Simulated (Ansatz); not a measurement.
InP: computed properties

These are results of Ansatz, DFT PBE, scalar-relativistic, plane waves, PAW, not measurements.

Cutoff 420 eV; k points 10×10×10 on the computed 2-atom cell (Γ-centred); Gaussian smearing, width 0.02 eV; no spin polarisation.

The structure is relaxed at this level of theory with its symmetry kept.

```xyz
2
Lattice="0.0000 2.9800 2.9800 2.9800 0.0000 2.9800 2.9800 2.9800 0.0000" Properties=species:S:1:pos:R:3 pbc="T T T"
In    0.0000    0.0000    0.0000
P     1.4900    1.4900    1.4900
```

```
Space group                                                                                                                                 : F-43m (No. 216)
Volume per atom                                                                                                                             : 26.46 Å³
Formation energy from the elements' standard states (uncorrected)                                                                           : -0.245 eV/atom
Kohn–Sham band gap                                                                                                                          : 0.44 eV, direct at Γ
Löwdin character of the top 1 eV of the valence band                                                                                        : P 3p 80 %, In 5p 17 %
Löwdin character of the lowest 1 eV of the conduction band                                                                                  : In 5s 37 %, P 3p 28 %, P 3s 25 %, In 5p 8 %
Electron masses at the edge by Cartesian direction of the standard setting (m_e; degenerate bands sorted by energy; no spin-orbit coupling) : x: 0.039; y: 0.039; z: 0.039
Hole masses at the edge by Cartesian direction of the standard setting (m_e; degenerate bands sorted by energy; no spin-orbit coupling)     : x: 0.47, 0.47, 0.039; y: 0.47, 0.47, 0.039; z: 0.47, 0.47, 0.039
Bulk modulus                                                                                                                                : 59 GPa
Its pressure derivative                                                                                                                     : 4.7
Bader charges (e)                                                                                                                           : In (1 in the cell) 0.88, P (1 in the cell) -0.88
```